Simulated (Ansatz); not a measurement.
**CsI: a single-point run**

The task is a single-point run on CsI. The structure is shown as the input types it.

Method: density functional or hybrid calculation with the settings of its input, plane waves (as first typed), in Ansatz 0.2.0.

5 further runs of the same task are left out: 2 for a known fault of the program, 3 that didn't finish.

## 1. The starting structure

Symmetry: Pm-3m, No. 221, cubic system. The conventional cell has a = 4.608 Å, b = 4.608 Å, c = 4.608 Å, α = 90.00°, β = 90.00°, γ = 90.00°. Cs (site symmetry m-3m) is surrounded by 8 I at 3.99 Å. Around I (site symmetry m-3m) lie 8 Cs at 3.99 Å.

Structure file:

```cif
data_structure
_symmetry_space_group_name_H-M 'Pm-3m'
_symmetry_Int_Tables_number 221
_cell_length_a 4.6081
_cell_length_b 4.6081
_cell_length_c 4.6081
_cell_angle_alpha 90.000
_cell_angle_beta 90.000
_cell_angle_gamma 90.000
_cell_volume 97.85
loop_
_atom_site_label
_atom_site_type_symbol
_atom_site_symmetry_multiplicity
_atom_site_Wyckoff_symbol
_atom_site_fract_x
_atom_site_fract_y
_atom_site_fract_z
_atom_site_occupancy
Cs1 Cs 1 a 0.00000 0.00000 0.00000 1
I1 I 1 b 0.50000 0.50000 0.50000 1
```

## 2. The calculation

Input file input.yaml:

```yaml
crystal:
  lattice:
    - [4.6081404514, 0.0, 0.0]
    - [0.0, 4.6081404514, 0.0]
    - [0.0, 0.0, 4.6081404514]
  atoms:
    - { symbol: Cs, position: [0.0, 0.0, 0.0] }
    - { symbol: I, position: [0.5, 0.5, 0.5] }
kpoints:
  mp_grid: { grid: [4, 4, 4] }
hamiltonian:
  xc: hse06
scf:
  occupations: { method: fixed }
  n_extra_bands: 4
  max_iter: 50
output:
  forces: true
  stress: true
  eigenvalues: true
basis:
  ecutwfc: 160
```

The run is started by

```
$ ansatz run input.yaml --threads 4 --pin off --max-ram 3686MiB --backend cpu --events-out ev --progress --plain --runs-dir out
```

What happens when this is run?

The run converged and reported no error, with warnings (cutoff below recommended, stress exchange threshold loose, stress scf threshold loose). Its log warns: «basis.ecutwfc = 160 eV is below the records' recommended 420 eV ...»

Look at the input: basis.ecutwfc is 160. With so few plane waves the basis is incomplete by a wide margin. The potentials' recommended cutoff is 420 eV.

Run again and compare: delete basis.ecutwfc (the default then holds).
